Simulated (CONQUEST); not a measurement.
Crystal: Ga.

```xyz
4
Lattice="2.9000 0.0000 0.0000 0.0000 3.1700 0.0000 0.0000 0.0000 8.1300" Properties=species:S:1:pos:R:3 pbc="T T T"
Ga    0.0000    2.3775    1.0813
Ga    1.4500    2.3775    5.1463
Ga    0.0000    0.7925    7.0487
Ga    1.4500    0.7925    2.9837
```

This isn't the form of Ga at room conditions, which is orthorhombic.

| Property | Result |
| --- | --- |
| Program | CONQUEST 1.3 |
| Task | single point |
| Functional | PBE |
| Potentials or basis | PseudoDojo NC PBE, DZP, grid cutoff 120 Ha |
| k mesh | 9 × 8 × 4 |
| Occupations | fermi-dirac, width 0.05 eV |
| Spin | no spin polarisation |

On this cell: pressure 2.2 GPa; largest force 0.161 eV/Å; band gap on the k mesh none (metal or under the smearing width).

The same run follows on a disturbed copy (atoms moved at random, drawn with an rms of 0.05 Å):

```
Ga
1.0
     2.90000    0.00000    0.00000
     0.00000    3.17000    0.00000
     0.00000    0.00000    8.13000
Ga
4
Direct
  0.01314 0.75216 0.12952
  0.51314 0.75216 0.62952
  0.00461 0.26198 0.85843
  0.50461 0.26198 0.35843
```

Task: What does the disturbed cell give?

Result: The energy (extrapolated to zero smearing) moves by -0.8 meV/atom; pressure 2.2 GPa; largest force 0.054 eV/Å; band gap on the k mesh none (metal or under the smearing width).

Forces in eV/Å, atoms in the order of the input:
```
Ga  -0.013  0.036 -0.035
Ga  -0.013  0.036 -0.035
Ga   0.018 -0.039  0.033
Ga   0.018 -0.039  0.033
```

Stress tensor (GPa, compression positive):
```
 1.18 -0.09  0.09
-0.09  3.80 -0.02
 0.09 -0.02  1.58
```

The forces don't sum to zero, so they hold noise of the program's grid.

Caveats: the box holds several primitive cells, so bands are folded and the points are those of the box's own zone; the basis of atomic orbitals isn't converged, which shifts pressures, moduli and gaps.
